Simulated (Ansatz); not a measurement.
**Cost and result for the equilibrium volume of GaSb**

```
Sb Ga
1.0
     0.00000    3.05900    3.05900
     3.05900    0.00000    3.05900
     3.05900    3.05900    0.00000
Sb Ga
1 1
Direct
  0.75000 0.75000 0.75000
  0.00000 0.00000 0.00000
```

```tsv
rung	level	program and potentials	cutoff (eV)	k mesh	smearing	task	core time	chip	equilibrium volume (Å³/atom)	notes
LDA	SVWN5	Ansatz, Ansatz PAW	420	8 × 8 × 8	fermi-dirac 0.05	relaxation of cell and atoms	12 s	Arm Neoverse V1	27.66	potentials made for PBE, which Ansatz adapts in part
GGA	PBE	Ansatz, Ansatz PAW	420	8 × 8 × 8	fermi-dirac 0.05	relaxation of cell and atoms	17 s	Arm Neoverse V1	30.00	-
LDA	LDA	Ansatz, Ansatz PAW	420	8 × 8 × 8	fermi-dirac 0.05	relaxation of cell and atoms	18 s	Intel Xeon	27.68	potentials made for PBE, which Ansatz adapts in part
GGA	BPBE	Ansatz, Ansatz PAW	420	8 × 8 × 8	fermi-dirac 0.05	equation of state	22 s	Intel Xeon Platinum 8488C Sapphire Rapids	29.91	potentials made for PBE, which Ansatz adapts in part
GGA + dispersion	PBE+D3(BJ)	Ansatz, Ansatz PAW	420	8 × 8 × 8	fermi-dirac 0.05	relaxation of cell and atoms	23 s	Intel Xeon	28.79	-
GGA + dispersion	RPBE+D3(BJ)	Ansatz, Ansatz PAW	420	8 × 8 × 8	fermi-dirac 0.05	relaxation of cell and atoms	30 s	Intel Xeon	25.67	potentials made for PBE, which Ansatz adapts in part
meta-GGA + dispersion	r2SCAN+rVV10	Ansatz, Ansatz PAW	500	8 × 8 × 8	fermi-dirac 0.05	relaxation of cell and atoms	39 s	Arm Neoverse V1	28.43	potentials made for PBE, which Ansatz adapts in part
LDA	LDA	Ansatz, PseudoDojo LDA	1143	8 × 8 × 8	fermi-dirac 0.05	equation of state	78 s	Arm Neoverse V1	27.64	-
hybrid	HSE03	Ansatz, Ansatz PAW	420	4 × 4 × 4	fermi-dirac 0.05	relaxation of cell and atoms	100 s	Intel Xeon	29.19	coarse mesh; potentials made for PBE, which Ansatz adapts in part
hybrid	PBEsol0	Ansatz, Ansatz PAW	420	4 × 4 × 4	fermi-dirac 0.05	relaxation of cell and atoms	2 min	Intel Xeon	28.06	coarse mesh; potentials made for PBE, which Ansatz adapts in part
hybrid	r2SCAN0	Ansatz, Ansatz PAW	500	4 × 4 × 4	fermi-dirac 0.05	equation of state	3.5 min	Intel Xeon Ice Lake	28.40	coarse mesh; potentials made for PBE, which Ansatz adapts in part
```

Times are single runs on shared hosts and different chips, so they are rough; meshes, cutoffs and the tasks' sizes weigh on the time. All rows: no spin polarisation. Smearing widths are in eV. For a metal such meshes aren't converged. Meshes differ between rows, which moves values too. Meshes are those of the run's cell of 2 atoms unless a note names another. Relaxations start from the cell shown or near it and stop with a little pressure left. Runs on faulty files, with rough fits or with known faults for this quantity aren't shown. No row holds spin-orbit coupling.

By rung: LDA 27.64 to 27.68; GGA 29.91 to 30.00; GGA + dispersion 25.67 to 28.79; meta-GGA + dispersion 28.43; hybrid on coarse meshes 28.06 to 29.19 (Å³/atom).
